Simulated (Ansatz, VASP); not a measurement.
## One calculation of Re, two programs

```
CELL_PARAMETERS angstrom
0.00000 1.97500 1.97500
1.97500 0.00000 1.97500
1.97500 1.97500 0.00000
ATOMIC_POSITIONS crystal
Re 0.00000 0.00000 0.00000
```

Alike in both runs: task electric field gradients; functional PBE; k mesh 14 × 14 × 14; occupations fermi-dirac, width 0.03 eV; non-collinear spin, spin-orbit coupling.

|  | VASP | Ansatz |
| --- | --- | --- |
| version | VASP 6.6.1 | Ansatz 0.2.0 |
| potentials or method | VASP PAW PBE potentials, release 64 (Re) | PAW with Ansatz's default frozen-core files, fully relativistic files with spin-orbit coupling |
| plane-wave cutoff (eV) | 520 | 420 |
| valence electrons in the cell | 7 | 15 |

|  | VASP | Ansatz | Ansatz less VASP |
| --- | --- | --- | --- |
| pressure (GPa) | -9.1 | -8.5 | +0.56 |
| net moment per atom (μB) | 0.00 | 0.00 | 0.000 |
| Vzz of the field gradient on the site that differs most (V/Å²) | 0.0 | 0.0 | 0.00 |

The functional is the same, so the differences come from potentials, cutoffs and numerics. The two sets of potentials don't hold the same shells in valence.
